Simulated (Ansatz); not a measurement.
As, 4 atoms in the cell. The structure is orthorhombic, space group Cmce (No. 64). Conventional cell: a = 3.650 Å, b = 11.000 Å, c = 4.470 Å, α = 90.00°, β = 90.00°, γ = 90.00°. Around As (site symmetry m) lie 3 As at 2.48 to 2.49 Å. This isn't the form of As at room conditions, which is rhombohedral.

* Program: Ansatz 0.2.0
* Task: band structure
* Functional: PBEsol
* Potentials or basis: all-electron LAPW, inner shells corrected to Dirac's equation
* Cutoff: 275 eV (chosen from the basis error)
* Basis error allowed: 0.002 eV/atom
* k mesh: 8 × 8 × 6
* Occupations: fermi-dirac, width 0.05 eV
* Spin: no spin polarisation

Potentials or basis: all-electron LAPW, inner shells corrected to Dirac's equation.

Run with:

```console
$ ansatz run input.yaml --threads 2 --pin off --max-ram 8192MiB --backend cpu --events-out ev --progress --plain --runs-dir out
```

Hardware: 2 threads of Intel(R) Xeon(R) Processor @ 2.50GHz (Skylake/Cascade Lake), on a shared host.

Q: How long does it take, and how much memory?

A: Run time: 110 s on 2 threads of Intel(R) Xeon(R) Processor @ 2.50GHz (Skylake/Cascade Lake), on a shared host, peak memory 0.75 GiB. Counts: scf iterations 10, plane waves 911, k points 84, bands 56.
